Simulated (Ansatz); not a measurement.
# CuO (C2/c): one cell, many starting occupations (series 2)

Aim: start the open shells of CuO (C2/c) from different occupation matrices at one fixed cell, and see in which states the SCF ends. Cell and atoms stay fixed.

Program: Ansatz 0.2.0. Level of theory: DFT r²SCAN+U (U_eff = 1 eV on Cu d), plane waves, PAW. These are calculated values, not measurements.

## (1) The system as given

Symmetry: C2/c, No. 15, monoclinic system. Conventional cell: a = 4.684 Å, b = 3.423 Å, c = 5.129 Å, α = 90.00°, β = 99.54°, γ = 90.00°. Around Cu (site symmetry -1) lie 4 O at 1.95 to 1.96 Å. O (site symmetry 2) has 4 Cu at 1.95 to 1.96 Å in its first shell of neighbours.

Structure file:

```xyz
8
Lattice="1.4918 -1.7113 5.0579 1.4918 1.7113 5.0579 -1.7001 0.0000 10.1157" Properties=species:S:1:pos:R:3 pbc="T T T"
Cu   -0.5291    0.8556   10.1157
Cu    0.7459   -0.8556    2.5289
O     0.4293   -0.2793   11.3802
O     0.0043    0.2793   13.9091
Cu    0.3209    0.8556    5.0579
Cu   -0.1041   -0.8556    7.5868
O     1.2793   -0.2793    6.3223
O     0.8543    0.2793    8.8513
```

Magnetic order typed: antiferromagnetic, doubled cell 1/2 1/2 1/2.

The runs: random orbitals: single harmonics, second filling; random orbitals: fully mixed, first filling; random orbitals: single harmonics, first filling; random orbitals: fully mixed, one electron fewer; random orbitals: drawn by pairs, first filling.

An earlier series on this cell reached its lowest free state from «random orbitals: drawn by pairs, first filling», perhaps among other starts.

## (2) Random orbitals: single harmonics, second filling

File input.yaml:

```yaml
crystal:
  lattice:
    - [1.49181976, -1.71129972, 5.05786919]
    - [1.49181976, 1.71129972, 5.05786919]
    - [-1.70005972, 0.0, 10.11573838]
  atoms:
    - { symbol: Cu, position: [0.0, 0.5, 0.75], spin: 1.0 }
    - { symbol: Cu, position: [0.5, 0.0, 0.0], spin: 1.0 }
    - { symbol: O, position: [0.5816, 0.4184, 0.625] }
    - { symbol: O, position: [0.4184, 0.5816, 0.875] }
    - { symbol: Cu, position: [0.0, 0.5, 0.25], spin: -1.0 }
    - { symbol: Cu, position: [0.5, 0.0, 0.5], spin: -1.0 }
    - { symbol: O, position: [0.5816, 0.4184, 0.125] }
    - { symbol: O, position: [0.4184, 0.5816, 0.375] }
basis:
  ecutwfc: 500
  ecutrho_ratio: 4
kpoints:
  mp_grid: { grid: [7, 7, 4] }
hamiltonian:
  xc: r2scan
  hubbard:
    sites:
      - { site: 0, l: d, u_eff: 1.0, starting_ns: [{ spin: up, occupation_matrix: s0up }, { spin: down, occupation_matrix: s0down }] }
      - { site: 1, l: d, u_eff: 1.0, starting_ns: [{ spin: up, occupation_matrix: s1up }, { spin: down, occupation_matrix: s1down }] }
      - { site: 4, l: d, u_eff: 1.0, starting_ns: [{ spin: up, occupation_matrix: s4up }, { spin: down, occupation_matrix: s4down }] }
      - { site: 5, l: d, u_eff: 1.0, starting_ns: [{ spin: up, occupation_matrix: s5up }, { spin: down, occupation_matrix: s5down }] }
    occupation_matrices:
      s0up:
        matrix:
          - [0.97, 0.0, 0.0, 0.0, 0.0]
          - [0.0, 0.97, 0.0, 0.0, 0.0]
          - [0.0, 0.0, 0.97, 0.0, 0.0]
          - [0.0, 0.0, 0.0, 0.97, 0.0]
          - [0.0, 0.0, 0.0, 0.0, 0.97]
      s0down:
        matrix:
          - [0.97, 0.0, 0.0, 0.0, 0.0]
          - [0.0, 0.02, 0.0, 0.0, 0.0]
          - [0.0, 0.0, 0.97, 0.0, 0.0]
          - [0.0, 0.0, 0.0, 0.97, 0.0]
          - [0.0, 0.0, 0.0, 0.0, 0.97]
      s1up:
        matrix:
          - [0.97, 0.0, 0.0, 0.0, 0.0]
          - [0.0, 0.97, 0.0, 0.0, 0.0]
          - [0.0, 0.0, 0.97, 0.0, 0.0]
          - [0.0, 0.0, 0.0, 0.97, 0.0]
          - [0.0, 0.0, 0.0, 0.0, 0.97]
      s1down:
        matrix:
          - [0.97, 0.0, 0.0, 0.0, 0.0]
          - [0.0, 0.97, 0.0, 0.0, 0.0]
          - [0.0, 0.0, 0.97, 0.0, 0.0]
          - [0.0, 0.0, 0.0, 0.02, 0.0]
          - [0.0, 0.0, 0.0, 0.0, 0.97]
      s4up:
        matrix:
          - [0.97, 0.0, 0.0, 0.0, 0.0]
          - [0.0, 0.97, 0.0, 0.0, 0.0]
          - [0.0, 0.0, 0.02, 0.0, 0.0]
          - [0.0, 0.0, 0.0, 0.97, 0.0]
          - [0.0, 0.0, 0.0, 0.0, 0.97]
      s4down:
        matrix:
          - [0.97, 0.0, 0.0, 0.0, 0.0]
          - [0.0, 0.97, 0.0, 0.0, 0.0]
          - [0.0, 0.0, 0.97, 0.0, 0.0]
          - [0.0, 0.0, 0.0, 0.97, 0.0]
          - [0.0, 0.0, 0.0, 0.0, 0.97]
      s5up:
        matrix:
          - [0.97, 0.0, 0.0, 0.0, 0.0]
          - [0.0, 0.02, 0.0, 0.0, 0.0]
          - [0.0, 0.0, 0.97, 0.0, 0.0]
          - [0.0, 0.0, 0.0, 0.97, 0.0]
          - [0.0, 0.0, 0.0, 0.0, 0.97]
      s5down:
        matrix:
          - [0.97, 0.0, 0.0, 0.0, 0.0]
          - [0.0, 0.97, 0.0, 0.0, 0.0]
          - [0.0, 0.0, 0.97, 0.0, 0.0]
          - [0.0, 0.0, 0.0, 0.97, 0.0]
          - [0.0, 0.0, 0.0, 0.0, 0.97]
    ns_hold: { iters: 12 }
scf:
  occupations: { method: gaussian, width: 0.05 }
  lower_state_search: "off"
  max_iter: 150
output:
  forces: true
  stress: true
  eigenvalues: true
  populations: true
  hubbard:
    sites:
      - { site: 0, l: d }
      - { site: 1, l: d }
      - { site: 4, l: d }
      - { site: 5, l: d }
magnetization:
  spin_polarized: true
```

The typed matrices put 0.97 on the chosen orbitals and 0.02 on the others, and are held for 12 cycles.

The run is started by

```bash
$ ansatz run input.yaml --threads 8 --pin off --max-ram 12288MiB --backend cpu --events-out ev --progress --plain --runs-dir out
```

Standard output, cut to the lines that bear on the results:

```text
Warning: crystal.symmetry: narrowed to the stabiliser of the occupation matrices — unitary ops 2 → 1, anti-unitary 2 → 0; lowered by the specified shells (site 0, l: d), (site 1, l: d), (site 4, l: d), (site 5, l: d); largest admitted image defect 4.4e-16, smallest excluded 9.5e-1 — at a [...]
Warning: RAYON_NUM_THREADS=8 ignored (pool sized by the plan → 8); use --threads N
[...]
Cu: projections on atomic orbitals take those of the free atom [Ne] 3s2 3p6 3d10 4s1, of charge +0.00 (hamiltonian.pseudopotentials.projection_atoms); the dataset's partial waves leave at most 2.0e-6 of an orbital's norm unspanned inside its sphere
O: projections on atomic orbitals take those of the free atom [He] 2s2 2p4, of charge +0.00 (hamiltonian.pseudopotentials.projection_atoms); the dataset's partial waves leave at most 1.9e-8 of an orbital's norm unspanned inside its sphere
[...]
Pseudopotentials: kind: paw
Pseudopotential: Cu, paw, valence charge 19, recommended cutoff 500 eV (meta_gga), Cu.paw.azcp
Pseudopotential: O, paw, valence charge 6, recommended cutoff 500 eV (meta_gga), O.paw.azcp
Functional definition: r2SCAN
[...]
Crystal: 8 atoms, lattice volume = 81.080 Å³
Basis set: ecut = 500 eV, 2057 PW (Γ), FFT grids on a1−a2, a2, −a1−a2+a3, exchange–correlation on 100×180×144 points (64 copies of the dense FFT grid, shifted against one another)
Bands: 63, of which v1, the nominal top of the filled ones, is band 50 counted from 1 (49 counted from 0)
Symmetry: 1 space group operations
k-points: 99 of 196 (time reversal used)
[...]
Starting moments: Σ|m| = 4 μB on 4 of 8 sites
[...]
WARN: hamiltonian.hubbard: on 4 of 8 specified blocks the occupation matrix of this SCF's result fails the test of the specified filling. At site 0 ↓ (sites count from 0 in the list of atoms of the cell that this SCF solves) the least filled combination of the orbitals specified full has [...]
  specified occupation → Cu0 d_3D up: matrix, ‖Δ‖_F = 0.0461, Tr Δ = -0.0937, displaced = 0.0468, d_λ = 0.0461; orbital distance = 0.0000
  specified occupation → Cu0 d_3D dn: matrix, ‖Δ‖_F = 0.7636, Tr Δ = -0.4819, displaced = 0.5228, d_λ = 0.4076; orbital distance = 0.8802
  Cu1 d_3D: site group Ci (-1)
  Cu1 d_3D up     Tr n = 4.9437  λ = 0.977 0.979 0.995 0.996 0.996  [2× xy 0.36 Ag(1.00) | 3× z2 0.30 Ag(1.00)]
  Cu1 d_3D dn     Tr n = 4.3819  λ = 0.425 0.970 0.995 0.996 0.996  [xz 0.61 Ag(1.00) | xy 0.70 Ag(1.00) | 3× z2 0.30 Ag(1.00)]
  specified occupation → Cu1 d_3D up: matrix, ‖Δ‖_F = 0.0461, Tr Δ = -0.0937, displaced = 0.0468, d_λ = 0.0461; orbital distance = 0.0000
  specified occupation → Cu1 d_3D dn: matrix, ‖Δ‖_F = 1.0841, Tr Δ = -0.4819, displaced = 0.7622, d_λ = 0.4076; orbital distance = 1.3674
  Cu4 d_3D: site group Ci (-1)
  Cu4 d_3D up     Tr n = 4.3819  λ = 0.425 0.970 0.995 0.996 0.996  [xz 0.61 Ag(1.00) | xy 0.70 Ag(1.00) | 3× z2 0.30 Ag(1.00)]
  Cu4 d_3D dn     Tr n = 4.9437  λ = 0.977 0.979 0.995 0.996 0.996  [2× xy 0.36 Ag(1.00) | 3× z2 0.30 Ag(1.00)]
  specified occupation → Cu4 d_3D up: matrix, ‖Δ‖_F = 0.9530, Tr Δ = -0.4819, displaced = 0.6655, d_λ = 0.4076; orbital distance = 1.1732
  specified occupation → Cu4 d_3D dn: matrix, ‖Δ‖_F = 0.0461, Tr Δ = -0.0937, displaced = 0.0468, d_λ = 0.0461; orbital distance = 0.0000
  Cu5 d_3D: site group Ci (-1)
  Cu5 d_3D up     Tr n = 4.3819  λ = 0.425 0.970 0.995 0.996 0.996  [xz 0.61 Ag(1.00) | xy 0.70 Ag(1.00) | 3× z2 0.30 Ag(1.00)]
  Cu5 d_3D dn     Tr n = 4.9437  λ = 0.977 0.979 0.995 0.996 0.996  [2× xy 0.36 Ag(1.00) | 3× z2 0.30 Ag(1.00)]
  specified occupation → Cu5 d_3D up: matrix, ‖Δ‖_F = 0.7636, Tr Δ = -0.4819, displaced = 0.5228, d_λ = 0.4076; orbital distance = 0.8802
  specified occupation → Cu5 d_3D dn: matrix, ‖Δ‖_F = 0.0461, Tr Δ = -0.0937, displaced = 0.0468, d_λ = 0.0461; orbital distance = 0.0000
  Tr n, λ and their labels are of the run-group-symmetrised matrices; stabiliser: 4 of 16 elements of G0×{1,Θ} (closed), max defect 4.0e-5 at τ = 1.4e-3
```

Run time: 70 s. Hardware: 8 threads of Arm Neoverse V2, shared host; peak memory 1.5 GiB.

End state: a gap on the mesh of 0.73 eV, pressure 0.0 GPa, moments in spheres Cu 0.61, -0.61 μB, largest force component 0.32 eV/Å, 1 symmetry operation imposed. The program reports that the typed filling wasn't kept.

The shells' filling, with natural orbitals sorted by occupation:

| shell | channel | electrons | over 0.8 | 0.2 to 0.8 | under 0.2 |
| --- | --- | --- | --- | --- | --- |
| Cu 3d (atom 1) | up | 4.94 | 5 | 0 | 0 |
| Cu 3d (atom 1) | down | 4.38 | 4 | 1 | 0 |
| Cu 3d (atom 5) | up | 4.38 | 4 | 1 | 0 |
| Cu 3d (atom 5) | down | 4.94 | 5 | 0 | 0 |

## (3) Random orbitals: fully mixed, first filling

Edit input.yaml of step 2 so:

```diff
@@ -37,7 +37,7 @@
         matrix:
-          - [0.97, 0.0, 0.0, 0.0, 0.0]
-          - [0.0, 0.02, 0.0, 0.0, 0.0]
-          - [0.0, 0.0, 0.97, 0.0, 0.0]
-          - [0.0, 0.0, 0.0, 0.97, 0.0]
-          - [0.0, 0.0, 0.0, 0.0, 0.97]
+          - [0.78625, -0.09605, 0.34245, -0.02506, 0.11693]
+          - [-0.09605, 0.91979, 0.17901, -0.0131, 0.06112]
+          - [0.34245, 0.17901, 0.33179, 0.0467, -0.21792]
+          - [-0.02506, -0.0131, 0.0467, 0.96658, 0.01595]
+          - [0.11693, 0.06112, -0.21792, 0.01595, 0.89559]
       s1up:
@@ -51,14 +51,14 @@
         matrix:
-          - [0.97, 0.0, 0.0, 0.0, 0.0]
-          - [0.0, 0.97, 0.0, 0.0, 0.0]
-          - [0.0, 0.0, 0.97, 0.0, 0.0]
-          - [0.0, 0.0, 0.0, 0.02, 0.0]
-          - [0.0, 0.0, 0.0, 0.0, 0.97]
+          - [0.77949, 0.30481, 0.11854, -0.05504, 0.18627]
+          - [0.30481, 0.4823, -0.18966, 0.08806, -0.29804]
+          - [0.11854, -0.18966, 0.89624, 0.03424, -0.1159]
+          - [-0.05504, 0.08806, 0.03424, 0.9541, 0.05381]
+          - [0.18627, -0.29804, -0.1159, 0.05381, 0.78786]
       s4up:
         matrix:
-          - [0.97, 0.0, 0.0, 0.0, 0.0]
-          - [0.0, 0.97, 0.0, 0.0, 0.0]
-          - [0.0, 0.0, 0.02, 0.0, 0.0]
-          - [0.0, 0.0, 0.0, 0.97, 0.0]
-          - [0.0, 0.0, 0.0, 0.0, 0.97]
+          - [0.43892, 0.21243, 0.24076, 0.24784, -0.24076]
+          - [0.21243, 0.88503, -0.0963, -0.09914, 0.0963]
+          - [0.24076, -0.0963, 0.86086, -0.11235, 0.10914]
+          - [0.24784, -0.09914, -0.11235, 0.85434, 0.11235]
+          - [-0.24076, 0.0963, 0.10914, 0.11235, 0.86086]
       s4down:
@@ -73,6 +73,6 @@
           - [0.97, 0.0, 0.0, 0.0, 0.0]
-          - [0.0, 0.02, 0.0, 0.0, 0.0]
-          - [0.0, 0.0, 0.97, 0.0, 0.0]
-          - [0.0, 0.0, 0.0, 0.97, 0.0]
-          - [0.0, 0.0, 0.0, 0.0, 0.97]
+          - [0.0, 0.87917, -0.07325, 0.00293, 0.26957]
+          - [0.0, -0.07325, 0.91093, 0.00236, 0.21739]
+          - [0.0, 0.00293, 0.00236, 0.96991, -0.0087]
+          - [0.0, 0.26957, 0.21739, -0.0087, 0.17]
       s5down:
@@ -84,3 +84,3 @@
           - [0.0, 0.0, 0.0, 0.0, 0.97]
-    ns_hold: { iters: 12 }
+    ns_hold: until_converged
 scf:
```

The typed matrices put 0.97 on the chosen orbitals and 0.02 on the others, and are held until the SCF converges, then released.

The run is started by

```bash
$ ansatz run input.yaml --threads 8 --pin off --max-ram 12288MiB --backend cpu --events-out ev --progress --plain --runs-dir out
```

Standard output, cut to the lines that bear on the results:

```text
Warning: crystal.symmetry: narrowed to the stabiliser of the occupation matrices — unitary ops 2 → 1, anti-unitary 2 → 0; lowered by the specified shells (site 0, l: d), (site 1, l: d), (site 4, l: d), (site 5, l: d); largest admitted image defect 4.4e-16, smallest excluded 6.2e-1 — at a [...]
Warning: RAYON_NUM_THREADS=8 ignored (pool sized by the plan → 8); use --threads N
[...]
Cu: projections on atomic orbitals take those of the free atom [Ne] 3s2 3p6 3d10 4s1, of charge +0.00 (hamiltonian.pseudopotentials.projection_atoms); the dataset's partial waves leave at most 2.0e-6 of an orbital's norm unspanned inside its sphere
O: projections on atomic orbitals take those of the free atom [He] 2s2 2p4, of charge +0.00 (hamiltonian.pseudopotentials.projection_atoms); the dataset's partial waves leave at most 1.9e-8 of an orbital's norm unspanned inside its sphere
[...]
[... 4 set-up lines as earlier in the session ...]
[...]
Crystal: 8 atoms, lattice volume = 81.080 Å³
[...]
WARN: hamiltonian.hubbard: on 4 of 8 specified blocks the occupation matrix of this SCF's result fails the test of the specified filling. At site 0 ↓ (sites count from 0 in the list of atoms of the cell that this SCF solves) the least filled combination of the orbitals specified full has [...]
  specified occupation → Cu1 d_3D dn: matrix, ‖Δ‖_F = 0.8938, Tr Δ = -0.4819, displaced = 0.6217, d_λ = 0.4076; orbital distance = 1.0841
  Cu4 d_3D: site group Ci (-1)
  Cu4 d_3D up     Tr n = 4.3819  λ = 0.425 0.970 0.995 0.996 0.996  [xz 0.61 Ag(1.00) | xy 0.70 Ag(1.00) | 3× z2 0.30 Ag(1.00)]
  Cu4 d_3D dn     Tr n = 4.9437  λ = 0.977 0.979 0.995 0.996 0.996  [2× xy 0.36 Ag(1.00) | 3× z2 0.30 Ag(1.00)]
  specified occupation → Cu4 d_3D up: matrix, ‖Δ‖_F = 1.1111, Tr Δ = -0.4819, displaced = 0.7818, d_λ = 0.4076; orbital distance = 1.4064
  specified occupation → Cu4 d_3D dn: matrix, ‖Δ‖_F = 0.0461, Tr Δ = -0.0937, displaced = 0.0468, d_λ = 0.0461; orbital distance = 0.0000
  Cu5 d_3D: site group Ci (-1)
  Cu5 d_3D up     Tr n = 4.3819  λ = 0.425 0.970 0.995 0.996 0.996  [xz 0.61 Ag(1.00) | xy 0.70 Ag(1.00) | 3× z2 0.30 Ag(1.00)]
  Cu5 d_3D dn     Tr n = 4.9437  λ = 0.977 0.979 0.995 0.996 0.996  [2× xy 0.36 Ag(1.00) | 3× z2 0.30 Ag(1.00)]
  specified occupation → Cu5 d_3D up: matrix, ‖Δ‖_F = 0.9896, Tr Δ = -0.4819, displaced = 0.7034, d_λ = 0.4076; orbital distance = 1.2464
  specified occupation → Cu5 d_3D dn: matrix, ‖Δ‖_F = 0.0461, Tr Δ = -0.0937, displaced = 0.0468, d_λ = 0.0461; orbital distance = 0.0000
  Tr n, λ and their labels are of the run-group-symmetrised matrices; stabiliser: 4 of 16 elements of G0×{1,Θ} (closed), max defect 6.1e-5 at τ = 2.2e-3
```

It took 1.8 min on 8 threads of Arm Neoverse V2, shared host; peak memory 1.5 GiB.

Result: a gap on the mesh of 0.73 eV, pressure 0.0 GPa, moments in spheres Cu 0.61, -0.61 μB, largest force component 0.32 eV/Å, 1 symmetry operation imposed. The program reports that the typed filling wasn't kept.

The shells' filling, with natural orbitals sorted by occupation:

| shell | channel | electrons | over 0.8 | 0.2 to 0.8 | under 0.2 |
| --- | --- | --- | --- | --- | --- |
| Cu 3d (atom 1) | up | 4.94 | 5 | 0 | 0 |
| Cu 3d (atom 1) | down | 4.38 | 4 | 1 | 0 |
| Cu 3d (atom 5) | up | 4.38 | 4 | 1 | 0 |
| Cu 3d (atom 5) | down | 4.94 | 5 | 0 | 0 |

## (4) Random orbitals: single harmonics, first filling

Edit input.yaml of step 3 so:

```diff
@@ -37,7 +37,7 @@
         matrix:
-          - [0.78625, -0.09605, 0.34245, -0.02506, 0.11693]
-          - [-0.09605, 0.91979, 0.17901, -0.0131, 0.06112]
-          - [0.34245, 0.17901, 0.33179, 0.0467, -0.21792]
-          - [-0.02506, -0.0131, 0.0467, 0.96658, 0.01595]
-          - [0.11693, 0.06112, -0.21792, 0.01595, 0.89559]
+          - [0.97, 0.0, 0.0, 0.0, 0.0]
+          - [0.0, 0.97, 0.0, 0.0, 0.0]
+          - [0.0, 0.0, 0.02, 0.0, 0.0]
+          - [0.0, 0.0, 0.0, 0.97, 0.0]
+          - [0.0, 0.0, 0.0, 0.0, 0.97]
       s1up:
@@ -51,14 +51,14 @@
         matrix:
-          - [0.77949, 0.30481, 0.11854, -0.05504, 0.18627]
-          - [0.30481, 0.4823, -0.18966, 0.08806, -0.29804]
-          - [0.11854, -0.18966, 0.89624, 0.03424, -0.1159]
-          - [-0.05504, 0.08806, 0.03424, 0.9541, 0.05381]
-          - [0.18627, -0.29804, -0.1159, 0.05381, 0.78786]
+          - [0.97, 0.0, 0.0, 0.0, 0.0]
+          - [0.0, 0.02, 0.0, 0.0, 0.0]
+          - [0.0, 0.0, 0.97, 0.0, 0.0]
+          - [0.0, 0.0, 0.0, 0.97, 0.0]
+          - [0.0, 0.0, 0.0, 0.0, 0.97]
       s4up:
         matrix:
-          - [0.43892, 0.21243, 0.24076, 0.24784, -0.24076]
-          - [0.21243, 0.88503, -0.0963, -0.09914, 0.0963]
-          - [0.24076, -0.0963, 0.86086, -0.11235, 0.10914]
-          - [0.24784, -0.09914, -0.11235, 0.85434, 0.11235]
-          - [-0.24076, 0.0963, 0.10914, 0.11235, 0.86086]
+          - [0.97, 0.0, 0.0, 0.0, 0.0]
+          - [0.0, 0.97, 0.0, 0.0, 0.0]
+          - [0.0, 0.0, 0.97, 0.0, 0.0]
+          - [0.0, 0.0, 0.0, 0.97, 0.0]
+          - [0.0, 0.0, 0.0, 0.0, 0.02]
       s4down:
@@ -73,6 +73,6 @@
           - [0.97, 0.0, 0.0, 0.0, 0.0]
-          - [0.0, 0.87917, -0.07325, 0.00293, 0.26957]
-          - [0.0, -0.07325, 0.91093, 0.00236, 0.21739]
-          - [0.0, 0.00293, 0.00236, 0.96991, -0.0087]
-          - [0.0, 0.26957, 0.21739, -0.0087, 0.17]
+          - [0.0, 0.97, 0.0, 0.0, 0.0]
+          - [0.0, 0.0, 0.97, 0.0, 0.0]
+          - [0.0, 0.0, 0.0, 0.02, 0.0]
+          - [0.0, 0.0, 0.0, 0.0, 0.97]
       s5down:
```

The typed matrices put 0.97 on the chosen orbitals and 0.02 on the others, and are held until the SCF converges, then released.

The run is started by

```bash
$ ansatz run input.yaml --threads 8 --pin off --max-ram 12288MiB --backend cpu --events-out ev --progress --plain --runs-dir out
```

Standard output, cut to the lines that bear on the results:

```text
Warning: crystal.symmetry: narrowed to the stabiliser of the occupation matrices — unitary ops 2 → 1, anti-unitary 2 → 0; lowered by the specified shells (site 0, l: d), (site 1, l: d), (site 4, l: d), (site 5, l: d); largest admitted image defect 4.4e-16, smallest excluded 9.5e-1 — at a [...]
Warning: RAYON_NUM_THREADS=8 ignored (pool sized by the plan → 8); use --threads N
[...]
Cu: projections on atomic orbitals take those of the free atom [Ne] 3s2 3p6 3d10 4s1, of charge +0.00 (hamiltonian.pseudopotentials.projection_atoms); the dataset's partial waves leave at most 2.0e-6 of an orbital's norm unspanned inside its sphere
O: projections on atomic orbitals take those of the free atom [He] 2s2 2p4, of charge +0.00 (hamiltonian.pseudopotentials.projection_atoms); the dataset's partial waves leave at most 1.9e-8 of an orbital's norm unspanned inside its sphere
[...]
[... 4 set-up lines as earlier in the session ...]
[...]
Crystal: 8 atoms, lattice volume = 81.080 Å³
[...]
WARN: hamiltonian.hubbard: on 4 of 8 specified blocks the occupation matrix of this SCF's result fails the test of the specified filling. At site 0 ↓ (sites count from 0 in the list of atoms of the cell that this SCF solves) the least filled combination of the orbitals specified full has [...]
  specified occupation → Cu1 d_3D dn: matrix, ‖Δ‖_F = 0.7636, Tr Δ = -0.4819, displaced = 0.5228, d_λ = 0.4076; orbital distance = 0.8802
  Cu4 d_3D: site group Ci (-1)
  Cu4 d_3D up     Tr n = 4.3819  λ = 0.425 0.970 0.995 0.996 0.996  [xz 0.61 Ag(1.00) | xy 0.70 Ag(1.00) | 3× z2 0.30 Ag(1.00)]
  Cu4 d_3D dn     Tr n = 4.9437  λ = 0.977 0.979 0.995 0.996 0.996  [2× xy 0.36 Ag(1.00) | 3× z2 0.30 Ag(1.00)]
  specified occupation → Cu4 d_3D up: matrix, ‖Δ‖_F = 1.0975, Tr Δ = -0.4819, displaced = 0.7821, d_λ = 0.4076; orbital distance = 1.4068
  specified occupation → Cu4 d_3D dn: matrix, ‖Δ‖_F = 0.0461, Tr Δ = -0.0937, displaced = 0.0468, d_λ = 0.0461; orbital distance = 0.0000
  Cu5 d_3D: site group Ci (-1)
  Cu5 d_3D up     Tr n = 4.3819  λ = 0.425 0.970 0.995 0.996 0.996  [xz 0.61 Ag(1.00) | xy 0.70 Ag(1.00) | 3× z2 0.30 Ag(1.00)]
  Cu5 d_3D dn     Tr n = 4.9437  λ = 0.977 0.979 0.995 0.996 0.996  [2× xy 0.36 Ag(1.00) | 3× z2 0.30 Ag(1.00)]
  specified occupation → Cu5 d_3D up: matrix, ‖Δ‖_F = 1.0841, Tr Δ = -0.4819, displaced = 0.7622, d_λ = 0.4076; orbital distance = 1.3674
  specified occupation → Cu5 d_3D dn: matrix, ‖Δ‖_F = 0.0461, Tr Δ = -0.0937, displaced = 0.0468, d_λ = 0.0461; orbital distance = 0.0000
  Tr n, λ and their labels are of the run-group-symmetrised matrices; stabiliser: 4 of 16 elements of G0×{1,Θ} (closed), max defect 5.1e-5 at τ = 1.4e-3
```

It took 1.9 min on 8 threads of Arm Neoverse V2, shared host; peak memory 1.5 GiB.

Result: a gap on the mesh of 0.73 eV, pressure 0.0 GPa, moments in spheres Cu 0.61, -0.61 μB, largest force component 0.32 eV/Å, 1 symmetry operation imposed. The program reports that the typed filling wasn't kept.

How the shells are filled (orbitals counted by the eigenvalues of the occupation matrices):

| shell | channel | electrons | over 0.8 | 0.2 to 0.8 | under 0.2 |
| --- | --- | --- | --- | --- | --- |
| Cu 3d (atom 1) | up | 4.94 | 5 | 0 | 0 |
| Cu 3d (atom 1) | down | 4.38 | 4 | 1 | 0 |
| Cu 3d (atom 5) | up | 4.38 | 4 | 1 | 0 |
| Cu 3d (atom 5) | down | 4.94 | 5 | 0 | 0 |

[end of part 1 of 2]
